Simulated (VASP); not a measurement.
Al2O3: relaxation of cell and atoms with PBEsol

The system is Al2O3.

```xyz
10
Lattice="2.3803 1.3742 4.3319 -2.3803 1.3742 4.3319 0.0000 -2.7485 4.3319" Properties=species:S:1:pos:R:3 pbc="T T T"
Al    0.0000    0.0000    4.5765
Al    0.0000    0.0000    1.9213
Al    0.0000    0.0000    8.4191
Al    0.0000    0.0000   11.0743
O    -0.9203    1.3742    7.5808
O    -0.7300   -1.4841    7.5808
O     1.6503    0.1099    7.5808
O     0.9203   -1.3742    5.4148
O     0.7300    1.4841    5.4148
O    -1.6503   -0.1099    5.4148
```

```yaml
Program: VASP 6.6.1
Task: relaxation of cell and atoms
Functional: PBEsol
Potentials_or_basis: VASP PAW PBE potentials, release 64 (Al, O)
Cutoff: 600 eV
k_mesh: 6 × 6 × 6
Occupations: gaussian, width 0.02 eV
Spin: no spin polarisation
Dipole_correction: no
Further_INCAR_settings: ALGO = Fast; EDIFF = 1e-06; IBRION = 2; EDIFFG = -0.01; NSW = 100; ISIF = 3
```

* Relaxed volume: 8.55 Å³/atom
* Relaxed cell: a = 5.138 Å, b = 5.138 Å, c = 5.138 Å, α = 55.35°, β = 55.35°, γ = 55.35°
* Space group after relaxing (to 0.05 Å): R-3c (No. 167)
* Energy gained by relaxing: 0.4 meV/atom
* Ionic steps: 4
* Pressure after relaxing: 0.0 GPa
* Largest force after relaxing: 0.009 eV/Å
* Band gap on the k mesh: 6.05 eV, direct

Forces in eV/Å, atoms in the order of the input:
```
Al   0.000  0.000  0.009
Al   0.000  0.000 -0.009
Al   0.000  0.000 -0.009
Al   0.000  0.000  0.009
O    0.003  0.000  0.000
O   -0.002  0.003  0.000
O   -0.002 -0.003  0.000
O   -0.003  0.000  0.000
O    0.002 -0.003  0.000
O    0.002  0.003  0.000
```

The path:
| step | energy change (eV) | largest force (eV/Å) | pressure (GPa) | volume (Å³) |
| --- | --- | --- | --- | --- |
| 1 | 0.0000 | 0.0890 | 1.49 | 85.02 |
| 2 | -0.0019 | 0.0280 | -1.28 | 86.00 |
| 3 | -0.0036 | 0.0353 | -0.16 | 85.60 |
| 4 | -0.0038 | 0.0091 | 0.01 | 85.53 |

Final structure:
```yaml
crystal:
  lattice:
    - [2.38616, 1.37765, 4.33651]
    - [-2.38616, 1.37765, 4.33651]
    - [0.00000, -2.75529, 4.33651]
  atoms:
    - { symbol: Al, position: [0.35203, 0.35203, 0.35203] }
    - { symbol: Al, position: [0.14797, 0.14797, 0.14797] }
    - { symbol: Al, position: [0.64797, 0.64797, 0.64797] }
    - { symbol: Al, position: [0.85203, 0.85203, 0.85203] }
    - { symbol: O, position: [0.55579, 0.94421, 0.25000] }
    - { symbol: O, position: [0.25000, 0.55579, 0.94421] }
    - { symbol: O, position: [0.94421, 0.25000, 0.55579] }
    - { symbol: O, position: [0.44421, 0.05579, 0.75000] }
    - { symbol: O, position: [0.75000, 0.44421, 0.05579] }
    - { symbol: O, position: [0.05579, 0.75000, 0.44421] }
```

Levels at points of the mesh, in eV from the valence-band top:
| k point | band 20 | band 21 | band 22 | band 23 | band 24 | band 25 | band 26 | band 27 | band 28 | band 29 |
| --- | --- | --- | --- | --- | --- | --- | --- | --- | --- | --- |
| (0.00, 0.00, 0.00) | -0.50 | -0.50 | -0.04 | -0.04 | 0.00 | 6.05 | 8.92 | 10.61 | 11.35 | 11.35 |
| (0.50, 0.00, 0.00) | -1.32 | -0.91 | -0.91 | -0.27 | -0.27 | 9.27 | 9.27 | 9.49 | 9.49 | 11.55 |
| (0.50, 0.50, 0.00) | -1.30 | -1.01 | -0.91 | -0.74 | -0.25 | 9.42 | 9.56 | 9.75 | 10.24 | 10.98 |
| (0.50, 0.50, 0.50) | -2.01 | -0.37 | -0.37 | -0.37 | -0.37 | 8.49 | 8.49 | 10.92 | 10.92 | 12.32 |

Run time: 3.5 min on 1 thread of Intel(R) Xeon(R) 6975P-C (Granite Rapids), with other jobs on the host, peak memory 0.3 GiB.

Caveat: the PAW data sets were made with another functional, which shifts forces and pressure a little. A k mesh can miss the band edges.
